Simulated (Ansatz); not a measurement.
Crystal: GaAs.

```xyz
2
Lattice="0.0000 2.8268 2.8268 2.8268 0.0000 2.8268 2.8268 2.8268 0.0000" Properties=species:S:1:pos:R:3 pbc="T T T"
As    4.2403    4.2403    4.2403
Ga    0.0000    0.0000    0.0000
```

Base run:

| Item | Value |
| --- | --- |
| Program | Ansatz 0.2.0 |
| Functional | PBE |
| Potentials or basis | all-electron LAPW, scalar-relativistic |
| Cutoff | 316 eV (chosen from the basis error) |
| Basis error allowed | 0.001 eV/atom |
| k mesh | 8 × 8 × 8 |
| Occupations | fermi-dirac, width 0.05 eV |
| Spin | no spin polarisation |

Its results: band gap on the k mesh 0.52 eV, direct; pressure 3.3 GPa.

Task: After a change of settings the same cell gave: band gap on the k mesh 0.35 eV, direct; pressure 6.9 GPa. Which change was it?
A. functional from PBE to LDA; occupations from fermi-dirac, width 0.05 eV to gaussian, width 0.05 eV
B. occupations from fermi-dirac, width 0.05 eV to gaussian, width 0.024 eV
C. functional from PBE to BLYP

Result: C.

BLYP binds less tightly than PBE, so the same cell stands under more pressure.
